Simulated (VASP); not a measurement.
Wanted: the native input for a VASP 6.6.1 run.

| Item | Value |
| --- | --- |
| Task | single point |
| Functional | PBE |
| Potentials or basis | VASP PAW PBE potentials, release 64 (Hf_pv, C) |
| Cutoff | 520 eV |
| k mesh | 5 × 3 × 3 |
| Occupations | gaussian, width 0.1 eV |
| Spin | no spin polarisation |
| Hubbard terms | Hf d U = 1.0 eV |
| Dipole correction | no |
| Further INCAR settings | ALGO = Normal; EDIFF = 1e-06; NBANDS = 38 |

The structure of HfC lies in POSCAR:

```
HfC
1.0
   -2.0544530000      0.0363480000      2.1207970000
    2.2740150000     -4.4753550000      2.2676630000
    2.0178080000      4.2918430000      2.1568470000
Hf C
4 4
Direct
    0.9964921304      0.0010915190     -0.0004519180
    0.9821842230      0.5019073810      0.4950081527
    0.5291141039      1.0040647997      0.5069524170
    0.5089669430      0.4822141675      0.9758254566
    1.0371864749      0.2282155449      0.7292687374
    0.0404206094      0.7220552615      0.2199335848
    0.4895160591      0.2523404077      0.2411621244
    0.5113365337      0.7687241526      0.7601469624
```

The cell was built by a generator and needn't be a form met in nature.

The input as run:

INCAR

```
SYSTEM = HfC
PREC = Accurate
ENCUT = 520
EDIFF = 1E-6
ISMEAR = 0
SIGMA = 0.1
LREAL = .False.
LASPH = .True.
NELM = 150
ALGO = Normal
ISIF = 2
LWAVE = .False.
LCHARG = .True.
LMAXMIX = 4
LDAU = .True.
LDAUTYPE = 2
LDAUL = 2 -1
LDAUU = 1 0
LDAUJ = 0 0
LDAUPRINT = 1
GGA = PE
LELF = .True.
LVHAR = .True.
NBANDS = 38
```

KPOINTS

```
regular mesh
0
Gamma
  5 3 3
  0 0 0
```

Potentials or basis: VASP PAW PBE potentials, release 64 (Hf_pv, C).

Launch:

```sh
$ cat potpaw_PBE.64/Hf_pv/POTCAR potpaw_PBE.64/C/POTCAR > POTCAR
$ mpirun -np 1 vasp_std > vasp.out
```

Results of the run:

| Quantity | Value |
| --- | --- |
| Pressure | 97.8 GPa |
| Largest force | 5.437 eV/Å |
| Band gap on the k mesh | none (metal or under the smearing width) |

Caveat: the k mesh is coarse (spacing up to 0.43 Å⁻¹), so the values aren't converged; a pressure of tens of GPa on the cell as given is suspect, and the run, the potentials or the cell itself is likely at fault; U without spin polarisation on a metal has little footing; the U is typed as a test and isn't derived for this compound; forces of over 1 eV/Å show positions far from the minimum, so gaps and moduli don't describe the material at rest.

Run time: 52 s on 1 thread of Intel(R) Xeon(R) 6975P-C (Granite Rapids) (shared host), peak memory 0.21 GiB.
